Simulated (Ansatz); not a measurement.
## MoS2 under changes of volume

One of the cells (50.735 Å³/atom); the others are scaled copies at fixed shape and fractional positions:

```
Mo S
1.0
     3.18413    0.00000    0.00000
    -1.59206    2.75753    0.00000
     0.00000    0.00000   17.33460
Mo S
1 2
Direct
  0.00000 0.00000 0.00000
  0.33333 0.66667 0.91051
  0.33333 0.66667 0.08949
```

* Program: Ansatz 0.2.0
* Functional: LDA
* Potentials or basis: all-electron LAPW, scalar-relativistic
* Cutoff: 241 eV (chosen from the basis error)
* Basis error allowed: 0.002 eV/atom
* k mesh: 10 × 10 × 2
* Occupations: fermi-dirac, width 0.05 eV
* Spin: no spin polarisation

```csv
volume (Å³/atom),energy over the lowest point (meV/atom),gap on the mesh (eV),largest force (eV/Å)
47.690,?,?,?
48.705,0.00,1.84,0.311
49.720,2.78,1.79,0.054
50.735,12.41,1.73,0.390
51.749,28.14,1.68,0.700
52.764,49.35,1.63,0.987
53.779,75.43,1.58,1.252
```

Problem. What does the run at 47.690 Å³/atom give?

Solution. Energy over the lowest point 4.86 meV/atom; gap on the mesh 1.90 eV; largest force 0.705 eV/Å.

Worked out: A Birch-Murnaghan fit of order 3 (a polynomial in V^(-2/3)) to the other rows has its minimum at 48.83 Å³/atom with B0 = V·E''(V) = 57 GPa and B' = 4.5 at fixed shape and positions, which overstates the stiffness. It gives 4.90 meV/atom at 47.690 Å³/atom, against the run's 4.86. A straight line through the other rows of the gap, of slope -2.64 eV per unit of ln V, extrapolates to 1.90 eV, against the run's 1.90.

Energies are extrapolated to zero smearing.

A mesh can miss the band edges. Spin-orbit coupling on Mo is left out.
